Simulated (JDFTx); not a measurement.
# Zn (P6_3/mmc) in JDFTx: reference runs

Aim: a first look at Zn with PBEsol, on the cell as given and on a disturbed one.

Program: JDFTx 1.7.0 (patched build). These are calculated values, not measurements. Logs are shortened: lines on timing, memory, paths and dates and some standing lists are left out, and cuts for length are marked. The log counts tension as positive stress, the text compression.

### 1 The crystal as given

It takes space group P6_3/mmc (No. 194, hexagonal). Conventional cell: a = 2.670 Å, b = 2.670 Å, c = 4.966 Å, α = 90.00°, β = 90.00°, γ = 120.00°. Zn (site symmetry -6m2) has 12 Zn at 2.67 to 2.92 Å as nearest neighbours.

### 2 Single point, PBEsol

The input, Zn.in:

```
lattice \
    5.0455687528    -2.5227843764     0.0000000000 \
    0.0000000000     4.3695907164     0.0000000000 \
    0.0000000000     0.0000000000     9.3843799349
coords-type Lattice
ion Zn     0.6666666667     0.3333333333     0.7500000000 1
ion Zn     0.3333333333     0.6666666667     0.2500000000 1

ion-species pseudo/Zn.upf
elec-cutoff 42 336
elec-ex-corr gga-PBEsol
kpoint-folding 11 11 6
elec-smearing Fermi 0.0018374661
elec-n-bands 27
electronic-SCF nIterations 100 energyDiffThreshold 1e-09
electronic-minimize nIterations 30 energyDiffThreshold 1e-7
converge-empty-states yes
forces-output-coords Cartesian

dump-name run.$VAR
dump End Ecomponents EigStats BandEigs Kpoints Forces Stress ElecDensity Dtot KEdensity
```

Potentials or basis: PseudoDojo-SR-PBEsol-0.4.1-standard with smoothed tails.

Run with:

```console
> jdftx -c 1 -i Zn.in -o Zn.out
```

What it wrote:

```text
*************** JDFTx 1.7.0 (patched build) ***************

Input parsed successfully to the following command list (including defaults):
[... the input with its defaults ...]

---------- Setting up symmetries ----------

Found 24 point-group symmetries of the bravais lattice
Found 24 space-group symmetries with basis
Applied RMS atom displacement 2.91306e-10 bohrs to make symmetries exact.

---------- Initializing the Grid ----------
R =
[      5.04557     -2.52278            0  ]
[            0      4.36959            0  ]
[            0            0      9.38438  ]
unit cell volume = 206.898
G =
[    1.24529   0.718967         -0  ]
[          0    1.43793          0  ]
[          0         -0   0.669537  ]
Minimum fftbox size, Smin = [  44  44  80  ]
Chosen fftbox size, S = [  48  48  80  ]

---------- Initializing tighter grid for wavefunction operations ----------
R =
[      5.04557     -2.52278            0  ]
[            0      4.36959            0  ]
[            0            0      9.38438  ]
unit cell volume = 206.898
G =
[    1.24529   0.718967         -0  ]
[          0    1.43793          0  ]
[          0         -0   0.669537  ]
Minimum fftbox size, Smin = [  32  32  56  ]
Chosen fftbox size, S = [  32  32  56  ]

---------- Exchange Correlation functional ----------
Initalized PBEsol GGA exchange.
Initalized PBEsol GGA correlation.

---------- Setting up pseudopotentials ----------
Width of ionic core gaussian charges (only for fluid interactions / plotting) set to 0

Reading pseudopotential file 'pseudo/Zn.upf':
  'Zn' pseudopotential, 'PBESOL' functional
  Generated using ONCVPSP code by D. R. Hamann
  20 valence electrons, 4 orbitals, 6 projectors, 1001 radial grid points, with lMax = 2
    3S    l: 0   occupation:  2.0   eigenvalue: -4.737836
    3P    l: 1   occupation:  6.0   eigenvalue: -3.059602
    3D    l: 2   occupation: 10.0   eigenvalue: -0.373698
    4S    l: 0   occupation:  2.0   eigenvalue: -0.220431
  Core radius for overlap checks: 1.79 bohrs.

Initialized 1 species with 2 total atoms.

Folded 1 k-points by 11x11x6 to 726 k-points.

---------- Setting up k-points, bands, fillings ----------
Reduced to 64 k-points under symmetry.
Computing the number of bands and number of electrons
Calculating initial fillings.
nElectrons:  40.000000   nBands: 27   nStates: 64

----- Setting up reduced wavefunction bases (one per k-point) -----
average nbasis = 2689.632 , ideal nbasis = 2689.827

---------- Setting up ewald sum ----------
Optimum gaussian width for ewald sums = 2.102119 bohr.
Real space sum over 1521 unit cells with max indices [  6  6  4  ]
Reciprocal space sum over 2057 terms with max indices [  5  5  8  ]

---------- Allocating electronic variables ----------
Initializing wave functions:  linear combination of atomic orbitals
Note: number of bands (27) exceeds available atomic orbitals (20)
Zn pseudo-atom occupations:   s ( 2 2 )  p ( 6 )  d ( 10 )
	FillingsUpdate:  mu: +0.557551648  nElectrons: 40.000000
LCAOMinimize: Iter:   0  F: -412.8974585775798687  |grad|_K:  5.988e-04  alpha:  1.000e+00
	FillingsUpdate:  mu: +0.561940547  nElectrons: 40.000000
LCAOMinimize: Iter:   1  F: -412.9022516964374176  |grad|_K:  8.635e-06  alpha:  6.206e-01  linmin:  1.201e-01  cgtest: -7.877e-01
	FillingsUpdate:  mu: +0.561938568  nElectrons: 40.000000
LCAOMinimize: Iter:   2  F: -412.9022524831260625  |grad|_K:  6.145e-06  alpha:  1.025e+00  linmin:  3.644e-05  cgtest:  7.353e-01
LCAOMinimize: Encountered beta<0, resetting CG.
	FillingsUpdate:  mu: +0.561890572  nElectrons: 40.000000
LCAOMinimize: Iter:   3  F: -412.9022530425039008  |grad|_K:  1.442e-07  alpha:  6.344e-01  linmin: -1.475e-03  cgtest:  7.077e-03
LCAOMinimize: Converged (|Delta F|<1.000000e-06 for 2 iters).

-------- Electronic minimization -----------
Will mix electronic density at each iteration.
	FillingsUpdate:  mu: +0.561890572  nElectrons: 40.000000
	FillingsUpdate:  mu: +0.532420244  nElectrons: 40.000000
SCF: Cycle:  0   F: -412.971020994325386   dF: -6.877e-02   |Residual|: 2.987e-02   |deigs|: 4.669e-02
	FillingsUpdate:  mu: +0.532772450  nElectrons: 40.000000
SCF: Cycle:  1   F: -412.971534935950672   dF: -5.139e-04   |Residual|: 1.330e-02   |deigs|: 4.644e-03
	FillingsUpdate:  mu: +0.533039199  nElectrons: 40.000000
SCF: Cycle:  2   F: -412.971565814423002   dF: -3.088e-05   |Residual|: 3.813e-03   |deigs|: 1.658e-03
	FillingsUpdate:  mu: +0.532859730  nElectrons: 40.000000
SCF: Cycle:  3   F: -412.971567883719672   dF: -2.069e-06   |Residual|: 2.850e-03   |deigs|: 1.321e-03
	FillingsUpdate:  mu: +0.532990305  nElectrons: 40.000000
SCF: Cycle:  4   F: -412.971571793119210   dF: -3.909e-06   |Residual|: 6.261e-04   |deigs|: 8.074e-04
	FillingsUpdate:  mu: +0.532978384  nElectrons: 40.000000
SCF: Cycle:  5   F: -412.971571990051984   dF: -1.969e-07   |Residual|: 1.866e-04   |deigs|: 1.410e-04
	FillingsUpdate:  mu: +0.532973704  nElectrons: 40.000000
SCF: Cycle:  6   F: -412.971572009635338   dF: -1.958e-08   |Residual|: 2.456e-05   |deigs|: 7.164e-05
	FillingsUpdate:  mu: +0.532973590  nElectrons: 40.000000
SCF: Cycle:  7   F: -412.971572011952787   dF: -2.317e-09   |Residual|: 3.341e-05   |deigs|: 5.659e-05
	FillingsUpdate:  mu: +0.532974812  nElectrons: 40.000000
SCF: Cycle:  8   F: -412.971572013241484   dF: -1.289e-09   |Residual|: 2.914e-06   |deigs|: 5.936e-05
	FillingsUpdate:  mu: +0.532974834  nElectrons: 40.000000
SCF: Cycle:  9   F: -412.971572013467323   dF: -2.258e-10   |Residual|: 2.486e-06   |deigs|: 5.788e-05
	FillingsUpdate:  mu: +0.532974641  nElectrons: 40.000000
SCF: Cycle: 10   F: -412.971572013528942   dF: -6.162e-11   |Residual|: 6.767e-07   |deigs|: 6.033e-05
SCF: Converged (|Delta E|<1.000000e-09 for 2 iters).

Setting wave functions to eigenvectors of Hamiltonian
Converging empty states (this may take a while): |deigs|: 9.868e-04

# Stress tensor in Cartesian coordinates [Eh/a0^3]:
[  0.000197604            0            0  ]
[            0  0.000197604            0  ]
[            0            0  0.000194514  ]

# Ionic positions in lattice coordinates:
ion Zn   0.666666666666667   0.333333333333333   0.750000000000000 1
ion Zn   0.333333333333333   0.666666666666667   0.250000000000000 1

# Forces in Cartesian coordinates:
force Zn  -0.000000000000000  -0.000000000000000   0.000000000000000 1
force Zn  -0.000000000000000  -0.000000000000000   0.000000000000000 1

# Energy components:
   Eewald =     -245.4341886282418557
       EH =      139.6022042522164384
     Eloc =     -355.9897965342822772
      Enl =      -95.8002692498394310
      Exc =      -44.4588270241958341
 Exc_core =        4.8597073723012034
       KE =      184.2497697458179857
-------------------------------------
     Etot =     -412.9714000662237368
       TS =        0.0001719473051831
-------------------------------------
        F =     -412.9715720135289416

IonicMinimize: Iter:   0  F: -412.971572013528942  |grad|_K:       -nan
IonicMinimize: None of the convergence criteria satisfied after 0 iterations.

#--- Lowdin population analysis ---
# oxidation-state Zn +0.560 +0.560

Dumping 'run.eigStats' ...
	eMin: -4.099847 at state 0 ( [ +0.000000 +0.000000 +0.000000 ] spin 0 )
	HOMO: +0.532933 at state 62 ( [ +0.272727 +0.363636 +0.333333 ] spin 0 )
	mu  : +0.532975
	LUMO: +0.534749 at state 9 ( [ +0.000000 +0.181818 +0.166667 ] spin 0 )
	eMax: +1.263721 at state 27 ( [ +0.090909 +0.090909 +0.500000 ] spin 0 )
	HOMO-LUMO gap: +0.001817
	Optical gap  : +0.038692 at state 44 ( [ +0.181818 +0.181818 +0.000000 ] spin 0 )
Done!
```

Run time: 49 s. Hardware: 1 thread of AMD EPYC 9R45 (Zen 5), shared host; peak memory 0.23 GiB.

What came out:

* Free energy: -11237.5290 eV
* Pressure: -5.8 GPa
* Band gap on the k mesh: none (metal or under the smearing width)

### 3 Single point, PBEsol (atoms moved at random, drawn with an rms of 0.05 Å)

Changes to Zn.in since step 2:

```diff
@@ -5,4 +5,4 @@
 coords-type Lattice
-ion Zn     0.6666666667     0.3333333333     0.7500000000 1
-ion Zn     0.3333333333     0.6666666667     0.2500000000 1
+ion Zn     0.6654170000     0.3197430000     0.7489310000 1
+ion Zn     0.3225700000     0.6801310000     0.2510750000 1
```

Potentials or basis: PseudoDojo-SR-PBEsol-0.4.1-standard with smoothed tails.

Run with:

```console
> jdftx -c 1 -i Zn.in -o Zn.out
```

What it wrote:

```text
*************** JDFTx 1.7.0 (patched build) ***************

Input parsed successfully to the following command list (including defaults):
[... the input with its defaults ...]

---------- Setting up symmetries ----------

Found 24 point-group symmetries of the bravais lattice
Found 2 space-group symmetries with basis
Applied RMS atom displacement 0 bohrs to make symmetries exact.

---------- Initializing the Grid ----------
R =
[      5.04557     -2.52278            0  ]
[            0      4.36959            0  ]
[            0            0      9.38438  ]
unit cell volume = 206.898
G =
[    1.24529   0.718967         -0  ]
[          0    1.43793          0  ]
[          0         -0   0.669537  ]
Minimum fftbox size, Smin = [  44  44  80  ]
Chosen fftbox size, S = [  48  48  80  ]

---------- Initializing tighter grid for wavefunction operations ----------
R =
[      5.04557     -2.52278            0  ]
[            0      4.36959            0  ]
[            0            0      9.38438  ]
unit cell volume = 206.898
G =
[    1.24529   0.718967         -0  ]
[          0    1.43793          0  ]
[          0         -0   0.669537  ]
Minimum fftbox size, Smin = [  32  32  56  ]
Chosen fftbox size, S = [  32  32  56  ]

---------- Exchange Correlation functional ----------
Initalized PBEsol GGA exchange.
Initalized PBEsol GGA correlation.

---------- Setting up pseudopotentials ----------
Width of ionic core gaussian charges (only for fluid interactions / plotting) set to 0

Reading pseudopotential file 'pseudo/Zn.upf':
  'Zn' pseudopotential, 'PBESOL' functional
  Generated using ONCVPSP code by D. R. Hamann
  20 valence electrons, 4 orbitals, 6 projectors, 1001 radial grid points, with lMax = 2
    3S    l: 0   occupation:  2.0   eigenvalue: -4.737836
    3P    l: 1   occupation:  6.0   eigenvalue: -3.059602
    3D    l: 2   occupation: 10.0   eigenvalue: -0.373698
    4S    l: 0   occupation:  2.0   eigenvalue: -0.220431
  Core radius for overlap checks: 1.79 bohrs.

Initialized 1 species with 2 total atoms.

Folded 1 k-points by 11x11x6 to 726 k-points.

---------- Setting up k-points, bands, fillings ----------
Reduced to 364 k-points under symmetry.
Computing the number of bands and number of electrons
Calculating initial fillings.
nElectrons:  40.000000   nBands: 27   nStates: 364

----- Setting up reduced wavefunction bases (one per k-point) -----
average nbasis = 2689.632 , ideal nbasis = 2689.827

---------- Setting up ewald sum ----------
Optimum gaussian width for ewald sums = 2.102119 bohr.
Real space sum over 1521 unit cells with max indices [  6  6  4  ]
Reciprocal space sum over 2057 terms with max indices [  5  5  8  ]

---------- Allocating electronic variables ----------
Initializing wave functions:  linear combination of atomic orbitals
Note: number of bands (27) exceeds available atomic orbitals (20)
Zn pseudo-atom occupations:   s ( 2 2 )  p ( 6 )  d ( 10 )
	FillingsUpdate:  mu: +0.560182099  nElectrons: 40.000000
LCAOMinimize: Iter:   0  F: -412.8971455859618800  |grad|_K:  2.555e-04  alpha:  1.000e+00
	FillingsUpdate:  mu: +0.563969987  nElectrons: 40.000000
LCAOMinimize: Iter:   1  F: -412.9020831345535498  |grad|_K:  3.933e-06  alpha:  6.188e-01  linmin:  1.133e-01  cgtest: -8.284e-01
	FillingsUpdate:  mu: +0.563969286  nElectrons: 40.000000
LCAOMinimize: Iter:   2  F: -412.9020838771437525  |grad|_K:  3.088e-06  alpha:  9.321e-01  linmin:  1.077e-05  cgtest:  7.421e-01
	FillingsUpdate:  mu: +0.563922443  nElectrons: 40.000000
LCAOMinimize: Iter:   3  F: -412.9020846465843988  |grad|_K:  4.146e-07  alpha:  6.076e-01  linmin: -5.451e-05  cgtest: -5.657e-03
LCAOMinimize: Converged (|Delta F|<1.000000e-06 for 2 iters).

-------- Electronic minimization -----------
Will mix electronic density at each iteration.
	FillingsUpdate:  mu: +0.563922443  nElectrons: 40.000000
	FillingsUpdate:  mu: +0.532454895  nElectrons: 40.000000
SCF: Cycle:  0   F: -412.970917611611299   dF: -6.883e-02   |Residual|: 2.989e-02   |deigs|: 4.943e-02
	FillingsUpdate:  mu: +0.532796954  nElectrons: 40.000000
SCF: Cycle:  1   F: -412.971464558388618   dF: -5.469e-04   |Residual|: 1.282e-02   |deigs|: 5.052e-03
	FillingsUpdate:  mu: +0.533051290  nElectrons: 40.000000
SCF: Cycle:  2   F: -412.971495707173972   dF: -3.115e-05   |Residual|: 3.719e-03   |deigs|: 1.635e-03
	FillingsUpdate:  mu: +0.532887104  nElectrons: 40.000000
SCF: Cycle:  3   F: -412.971498449058970   dF: -2.742e-06   |Residual|: 2.456e-03   |deigs|: 1.213e-03
	FillingsUpdate:  mu: +0.533004308  nElectrons: 40.000000
SCF: Cycle:  4   F: -412.971501363768937   dF: -2.915e-06   |Residual|: 6.084e-04   |deigs|: 7.217e-04
	FillingsUpdate:  mu: +0.532992005  nElectrons: 40.000000
SCF: Cycle:  5   F: -412.971501538760549   dF: -1.750e-07   |Residual|: 1.690e-04   |deigs|: 1.545e-04
	FillingsUpdate:  mu: +0.532987465  nElectrons: 40.000000
SCF: Cycle:  6   F: -412.971501554813187   dF: -1.605e-08   |Residual|: 3.929e-05   |deigs|: 8.628e-05
	FillingsUpdate:  mu: +0.532988238  nElectrons: 40.000000
SCF: Cycle:  7   F: -412.971501557389161   dF: -2.576e-09   |Residual|: 2.419e-05   |deigs|: 7.318e-05
	FillingsUpdate:  mu: +0.532989243  nElectrons: 40.000000
SCF: Cycle:  8   F: -412.971501558208274   dF: -8.191e-10   |Residual|: 3.092e-06   |deigs|: 6.946e-05
	FillingsUpdate:  mu: +0.532989042  nElectrons: 40.000000
SCF: Cycle:  9   F: -412.971501558378975   dF: -1.707e-10   |Residual|: 1.481e-06   |deigs|: 6.498e-05
SCF: Converged (|Delta E|<1.000000e-09 for 2 iters).

Setting wave functions to eigenvectors of Hamiltonian
Converging empty states (this may take a while): |deigs|: 7.611e-04

# Stress tensor in Cartesian coordinates [Eh/a0^3]:
[  0.000193818  2.68535e-06  3.37728e-07  ]
[  2.68535e-06  0.000199093 -3.82532e-07  ]
[  3.37728e-07 -3.82532e-07  0.000191562  ]

# Ionic positions in lattice coordinates:
ion Zn   0.665417000000000   0.319743000000000   0.748931000000000 1
ion Zn   0.322570000000000   0.680131000000000   0.251075000000000 1

# Forces in Cartesian coordinates:
force Zn  -0.000507420922424   0.000589794440040   0.000383793024061 1
force Zn   0.000507420922424  -0.000589794440040  -0.000383793024061 1

# Energy components:
   Eewald =     -245.4221365273373578
       EH =      139.6137617322419828
     Eloc =     -356.0135045010912336
      Enl =      -95.7998466316690553
      Exc =      -44.4588870547305461
 Exc_core =        4.8597074509224640
       KE =      184.2495767208007464
-------------------------------------
     Etot =     -412.9713288108630422
       TS =        0.0001727475159328
-------------------------------------
        F =     -412.9715015583789750

IonicMinimize: Iter:   0  F: -412.971501558378975  |grad|_K:  5.009e-04
IonicMinimize: None of the convergence criteria satisfied after 0 iterations.

#--- Lowdin population analysis ---
# oxidation-state Zn +0.560 +0.560

Dumping 'run.eigStats' ...
	eMin: -4.099856 at state 0 ( [ +0.000000 +0.000000 +0.000000 ] spin 0 )
	HOMO: +0.532753 at state 252 ( [ +0.363636 +0.272727 +0.333333 ] spin 0 )
	mu  : +0.532989
	LUMO: +0.533615 at state 258 ( [ +0.363636 +0.363636 +0.333333 ] spin 0 )
	eMax: +1.264492 at state 163 ( [ +0.181818 -0.090909 +0.500000 ] spin 0 )
	HOMO-LUMO gap: +0.000863
	Optical gap  : +0.001539 at state 258 ( [ +0.363636 +0.363636 +0.333333 ] spin 0 )
Done!
```

Run time: 4.2 min. Hardware: 1 thread of AMD EPYC 9R45 (Zen 5), shared host; peak memory 1 GiB.

Results:

- Free energy: -11237.5270 eV
- Pressure: -5.7 GPa
- Largest force: 0.045 eV/Å
- Band gap on the k mesh: none (metal or under the smearing width)

Forces on the atoms (eV/Å):
```
Zn  -0.026  0.030  0.020
Zn   0.026 -0.030 -0.020
```

Stress tensor (GPa, compression positive):
```
-5.70 -0.08 -0.01
-0.08 -5.86  0.01
-0.01  0.01 -5.64
```

Levels at points of the mesh, in eV from the Fermi level:
```csv
k point,band 17,band 18,band 19,band 20,band 21,band 22,band 23,band 24
"(0.00, 0.00, 0.00)",-7.02,-6.86,-6.82,-3.49,-2.91,13.53,17.09,17.26
"(0.00, 0.00, 0.50)",-6.93,-6.93,-6.93,-6.92,4.60,4.68,18.65,18.65
```
